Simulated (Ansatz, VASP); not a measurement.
# Cross-check of Cr2CdSe4 between VASP and Ansatz

Wanted: the spread between two codes on one cell, functional and k mesh. The cell is taken from a series of runs on this material, whose earlier steps may have relaxed, scaled, displaced or heated it; both programs get it as it stands.

Method: plane waves, with VASP 6.6.1 beside it; relaxation of cell and atoms at PBEsol, DFT+U, in Ansatz 0.2.0.

## Step 1: Set-up

Symmetry: Fd-3m, No. 227, cubic system. The conventional cell has a = 10.740 Å, b = 10.740 Å, c = 10.740 Å, α = 90.00°, β = 90.00°, γ = 90.00°. Cr has 6 Se at 2.54 Å nearest. Nearest to Cd lie 4 Se at 2.59 Å. Nearest to Se lie 3 Cr at 2.54 Å and 1 Cd at 2.59 Å. Farther neighbours and most contacts between anions are not listed.

## Step 2: Ansatz: relaxation of cell and atoms, PBEsol, DFT+U

Ansatz runs on its default PAW (the set named soft_2) files.

The relaxed volume is the usual yardstick between codes: in a stiff, nearly cubic crystal its relative difference is about their pressure difference at one cell divided by the bulk modulus.

Contents of input.yaml:

```yaml
crystal:
  lattice:
    - [0.0, 5.37, 5.37]
    - [5.37, 0.0, 5.37]
    - [5.37, 5.37, 0.0]
  atoms:
    - { symbol: Cr, position: [0.625, 0.625, 0.625], spin: 3.0 }
    - { symbol: Cr, position: [0.125, 0.625, 0.625], spin: 3.0 }
    - { symbol: Cr, position: [0.625, 0.625, 0.125], spin: 3.0 }
    - { symbol: Cr, position: [0.625, 0.125, 0.625], spin: 3.0 }
    - { symbol: Cd, position: [0.0, 0.0, 0.0] }
    - { symbol: Cd, position: [0.25, 0.25, 0.25] }
    - { symbol: Se, position: [0.3894, 0.3894, 0.3894] }
    - { symbol: Se, position: [0.4182, 0.8606, 0.8606] }
    - { symbol: Se, position: [0.3894, 0.3894, 0.8318] }
    - { symbol: Se, position: [0.8606, 0.4182, 0.8606] }
    - { symbol: Se, position: [0.8318, 0.3894, 0.3894] }
    - { symbol: Se, position: [0.8606, 0.8606, 0.8606] }
    - { symbol: Se, position: [0.3894, 0.8318, 0.3894] }
    - { symbol: Se, position: [0.8606, 0.8606, 0.4182] }
kpoints:
  mp_grid: { grid: [6, 6, 6] }
hamiltonian:
  xc: pbesol
  hubbard: { sites: [{ species: Cr, l: d, u_eff: 1.9 }] }
scf:
  occupations: { method: gaussian, width: 0.01 }
output:
  forces: true
  stress: true
  eigenvalues: true
  populations: true
magnetization:
  spin_polarized: true
relax:
  adjacent_minimum: "off"
  f_tol: 0.005
  max_steps: 60
  cell: { stress_tol: 0.03 }
```

Launch:

```console
> ansatz run input.yaml --threads 4 --pin off --max-ram 16384MiB --backend cpu --events-out ev --progress --plain --runs-dir out
```

Numbers of over 12 decimals in the logs are rounded to 6 here.

What it wrote:

```text
Cr: projections on atomic orbitals take those of the free atom [Ne] 3s2 3p6 3d5 4s1, of charge +0.00 (hamiltonian.pseudopotentials.projection_atoms); the dataset's partial waves leave at most 7.0e-7 of an orbital's norm unspanned inside its sphere
Cd: projections on atomic orbitals take those of the free atom [Ar 3d10] 4s2 4p6 4d10 5s2, of charge +0.00 (hamiltonian.pseudopotentials.projection_atoms); the dataset's partial waves leave at most 1.3e-5 of an orbital's norm unspanned inside its sphere
Se: projections on atomic orbitals take those of the free atom [Ar] 3d10 4s2 4p4, of charge +0.00 (hamiltonian.pseudopotentials.projection_atoms); the dataset's partial waves leave at most 2.3e-6 of an orbital's norm unspanned inside its sphere
Engine: ansatz 0.2.0, x86_64-unknown-linux-gnu
Pseudopotentials: kind: paw
Pseudopotential: Cr, paw, valence charge 14, recommended cutoff 420 eV (normal), Cr.paw.azcp
Pseudopotential: Cd, paw, valence charge 20, recommended cutoff 420 eV (normal), Cd.paw.azcp
Pseudopotential: Se, paw, valence charge 16, recommended cutoff 420 eV (normal), Se.paw.azcp
Functional definition: PBEsol
  exchange = pbesol_x
  correlation = pbesol_c
Crystal: 14 atoms, lattice volume = 309.708 Å³
Basis set: ecut = 420 eV, 5985 PW (Γ), exchange–correlation on 108×108×108 points (8 copies of the dense FFT grid, shifted against one another)
Bands: 142, of which v1, the nominal top of the filled ones, is band 112 counted from 1 (111 counted from 0)
Symmetry: 48 space group operations
Space group: Fd-3m (ITA 227), of the structure as read, at distance tolerance 6.8e-5 Å
Magnetic group: BNS 227.128 (UNI 1630), of the structure as read, at distance tolerance 6.8e-5 Å
k-points: 16 of 216
Non-local potential: Cr, projectors of the file, l = 0: 3, l = 1: 2, l = 2: 3, l = 3: 1
Non-local potential: Cd, projectors of the file, l = 0: 3, l = 1: 2, l = 2: 2, l = 3: 1
Non-local potential: Se, projectors of the file, l = 0: 2, l = 1: 2, l = 2: 3, l = 3: 1
PAW form: soft (Blöchl's): semilocal exchange-correlation on the pseudo side does not see the compensation charge
PAW frozen core: Cr, regenerated for the run's functional, and the local potential with it (the file was generated under x = pbe(κ = 0.804, μ = 0.219515), c = pbe(β = 0.066725))
PAW frozen core: Cd, regenerated for the run's functional, and the local potential with it (the file was generated under x = pbe(κ = 0.804, μ = 0.219515), c = pbe(β = 0.066725))
PAW frozen core: Se, regenerated for the run's functional, and the local potential with it (the file was generated under x = pbe(κ = 0.804, μ = 0.219515), c = pbe(β = 0.066725))
PAW one-centre angular grid: Cr, 590 points (default); XC on 64 Gauss nodes
PAW one-centre angular grid: Cd, 590 points (default); XC on 64 Gauss nodes
PAW one-centre angular grid: Se, 590 points (default); XC on 64 Gauss nodes
Initial density: superposition of atomic densities (chi_scale 0.1, normalization cell, long waves kept (reshape's long-wave potential 0.04 eV rms))
Starting moments: Σ|m| = 12 μB on 4 of 14 sites
Initial wavefunctions: pseudopotential atomic-orbital guess
Functional: x = pbesol(κ = 0.804, μ = 0.123457), c = pbesol(β = 0.046)
SCF iter   1: F=—  HF=-73161.416153 eV  |F-HF|=—  |Δ(HF+E_count)|=         —  Δρ=4.13e-2 (↑4.13e-2 ↓3.21e-2)  dr2=7.77e0  dr2_m=2.19e0  M=12.028 μB ∫|m|=15.127 μB  β_m=1.00  ethr=3.10e-3  ⟨swp⟩=5.6  Hψ=15345  notcnv=0  defer=30
preconditioner: auto → Resta (q_TF=auto, 2.585 Å⁻¹)  ε∞=5.2  [insulator: Δε(μ)=0.026 eV  Ē_g=10.076 eV  σ=0.010 eV  W_gap=0.58  n_scr=88 (ndim 8)  ℏωp=20.7 eV  f_vac=0.055  D(μ)=2.12/eV (n_scr^D=8)  ε∞_Penn≈5.2]
spin=Collinear: Resta preconditioning applied to the charge; magnetization (m = ρ↑ − ρ↓) channel mixes plain (no charge-response kernel on spin).
SCF iter   2: F=—  HF=-73160.907229 eV  |F-HF|=—  |Δ(HF+E_count)|=   5.09e-1  Δρ=1.68e-2 (↑1.68e-2 ↓1.54e-2)  dr2=2.71e0  dr2_m=1.58e-2  M=12.000 μB ∫|m|=15.420 μB  β_m=1.00  ethr=3.10e-3  ⟨swp⟩=2.0  Hψ=6876  notcnv=0  defer=610
SCF iter   3: F=—  HF=-73160.707147 eV  |F-HF|=—  |Δ(HF+E_count)|=   2.00e-1  Δρ=7.81e-3 (↑7.81e-3 ↓7.50e-3)  dr2=5.39e-1  dr2_m=6.69e-3  M=12.000 μB ∫|m|=15.558 μB  β_m=1.00  ethr=1.21e-3  ⟨swp⟩=2.0  Hψ=5565  notcnv=0  defer=610
SCF iter   4: F=—  HF=-73160.852725 eV  |F-HF|=—  |Δ(HF+E_count)|=   1.46e-1  Δρ=4.45e-3 (↑4.45e-3 ↓4.13e-3)  dr2=1.42e-1  dr2_m=4.82e-4  M=12.000 μB ∫|m|=15.518 μB  β_m=0.30  ethr=2.41e-4  ⟨swp⟩=2.5  Hψ=6246  notcnv=0  defer=605
SCF iter   5: F=—  HF=-73160.971213 eV  |F-HF|=—  |Δ(HF+E_count)|=   1.18e-1  Δρ=9.25e-4 (↑9.25e-4 ↓8.68e-4)  dr2=9.67e-3  dr2_m=4.99e-4  M=12.000 μB ∫|m|=15.484 μB  β_m=1.00  ethr=6.35e-5  ⟨swp⟩=2.2  Hψ=8220  notcnv=0  defer=605
[...]
--- Forces (eV/Å), atoms counted from 1 ---
  atom   1  Cr     0.00000000    -0.00000000    -0.00000000
  atom   2  Cr     0.00000000    -0.00000000    -0.00000000
  atom   3  Cr     0.00000000    -0.00000000     0.00000000
  atom   4  Cr     0.00000000    -0.00000000     0.00000000
  atom   5  Cd    -0.00000000    -0.00000000    -0.00000000
  atom   6  Cd     0.00000000     0.00000000     0.00000000
  atom   7  Se    -0.00031331    -0.00031331    -0.00031331
  atom   8  Se     0.00031331    -0.00031331    -0.00031331
  atom   9  Se     0.00031331     0.00031331    -0.00031331
  atom  10  Se    -0.00031331     0.00031331    -0.00031331
  atom  11  Se    -0.00031331     0.00031331     0.00031331
  atom  12  Se     0.00031331     0.00031331     0.00031331
  atom  13  Se     0.00031331    -0.00031331     0.00031331
  atom  14  Se    -0.00031331    -0.00031331     0.00031331
  max |Σ_I F_I| component: 6.61e-18 eV/Å
--- Stress (GPa, compression-positive) ---
       -0.027768      -0.000000      -0.000000
       -0.000000      -0.027768      -0.000000
       -0.000000      -0.000000      -0.027768
  P = ⅓ Tr σ = -0.0278 GPa (-0.278 kbar)
--- Band table (eV; the first three rows and the last of 32) ---
  k-point 0 ↑: bands = [... 108 lower, 7.6877, 7.8786, 7.8786, 7.8786, 7.9185, 7.9185, 7.9185, 9.4831, ... 26 higher]
  k-point 1 ↑: bands = [... 108 lower, 7.7486, 7.8272, 7.8272, 7.8867, 7.9880, 8.0224, 8.0224, 8.9913, ... 26 higher]
  k-point 2 ↑: bands = [... 108 lower, 7.7016, 7.9441, 7.9441, 8.0738, 8.1277, 8.3500, 8.3500, 8.3921, ... 26 higher]
  k-point 15 ↓: bands = [... 108 lower, 11.9128, 11.9128, 11.9626, 11.9626, 12.1621, 12.1621, 12.2460, 12.2460, ... 26 higher]
Occupation matrices written to <dir>
--- Relaxed structure (3 steps of the walk, 3 accepted, 1 SCFs on fresh bases) ---
  F+E_penalty+E_count = -73161.16626485 eV   max|allowed force component| = 3.133e-4 eV/Å   (the final SCF, on the basis selected at the relaxed cell)
  cell:  # Å, volume = 309.1255 Å³
    - [0, 5.366630, 5.366630]
    - [5.366630, 0, 5.366630]
    - [5.366630, 5.366630, 0]
  atoms:
    - { symbol: Cr, position: [0.625, 0.625, 0.625] }
    - { symbol: Cr, position: [0.125000, 0.625, 0.625] }
    - { symbol: Cr, position: [0.625, 0.625, 0.125000] }
    - { symbol: Cr, position: [0.625, 0.125000, 0.625] }
    - { symbol: Cd, position: [0, 0, -1.1537134051455179e-19] }
    - { symbol: Cd, position: [0.25, 0.25, 0.25] }
    - { symbol: Se, position: [0.389923, 0.389923, 0.389923] }
    - { symbol: Se, position: [0.419770, 0.860077, 0.860077] }
    - { symbol: Se, position: [0.389923, 0.389923, 0.830230] }
    - { symbol: Se, position: [0.860077, 0.419770, 0.860077] }
    - { symbol: Se, position: [0.830230, 0.389923, 0.389923] }
    - { symbol: Se, position: [0.860077, 0.860077, 0.860077] }
    - { symbol: Se, position: [0.389923, 0.830230, 0.389923] }
    - { symbol: Se, position: [0.860077, 0.860077, 0.419770] }
--- Löwdin populations: 14 sites ---
  site symbol       q [e]    m [muB]
     0     Cr     13.2924     3.3694
     1     Cr     13.2924     3.3694
     2     Cr     13.2924     3.3694
     3     Cr     13.2924     3.3694
     4     Cd     18.7762     0.0158
     5     Cd     18.7762     0.0158
     6     Se     16.5406    -0.2129
     7     Se     16.5406    -0.2129
     8     Se     16.5406    -0.2129
     9     Se     16.5406    -0.2129
    10     Se     16.5406    -0.2129
    11     Se     16.5406    -0.2129
    12     Se     16.5406    -0.2129
    13     Se     16.5406    -0.2129
  spilling = 0.004254 (of n_electrons = 224.000000)
```

In the SCF lines HF is the Harris–Foulkes energy and dr2 the Hartree energy of the density residual, in eV; the loop may stop once dr2 is under the threshold and the program's other checks hold. Hψ counts applications of the Hamiltonian.

[end of part 1 of 2]

[Lines on the potential files, build, host, timing and source positions are cut from VASP's logs without a mark.]

[Logs are printed without paths, hosts, clocks, repeated set-up lines and the standing remarks that a program may print on its own settings, such as how far it seeks lower states.]

[Hosts, paths, dates, database ids (printed as entryN), source tags and the programs' standing remarks are cut or masked in the printed files.]
